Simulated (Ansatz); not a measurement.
Runs of Ansatz 0.2.0 on Al. The structure is hexagonal, space group P6/mmm (No. 191). Conventional cell: a = 4.547 Å, b = 4.547 Å, c = 2.754 Å, α = 90.00°, β = 90.00°, γ = 120.00°. Al (site symmetry -6m2) has 5 Al at 2.63 to 2.75 Å as nearest neighbours. The cell was built by a generator and needn't be a form met in nature.

```tsv
level	gap on the mesh (eV)	pressure (GPa)	relaxed volume (Å³/atom)
r2SCAN+rVV10	none	0.0	24.06
r2SCAN+D3(BJ)	none	0.0	(b)
r2SCAN+D3(BJ)-ATM	none	0.0	23.89
r2SCAN	none	0.0	(a)
r2SCAN+D4	none	0.0	23.94
```

Alike in all rows: task relaxation of cell and atoms; potentials or basis Ansatz PAW; no spin polarisation; cell relaxed; k mesh 7 × 7 × 10; cutoff (eV) 500; smearing fermi-dirac 0.05 eV.

Fill in the values left out.

(a) 24.20; (b) 23.83.

Caveats: the plane-wave basis is chosen anew once the cell has moved, so the energies of steps on either side of that aren't comparable; the PAW data sets come from PBE, with cores solved anew for the run's functional, which leaves a small shift of forces and pressure; pairwise dispersion overbinds metals, which lowers pressure and volume (some runs); the dispersion damping was fitted for another functional or another form of the correction (some runs).

A gap of «none» marks a metal or a gap under the smearing width.
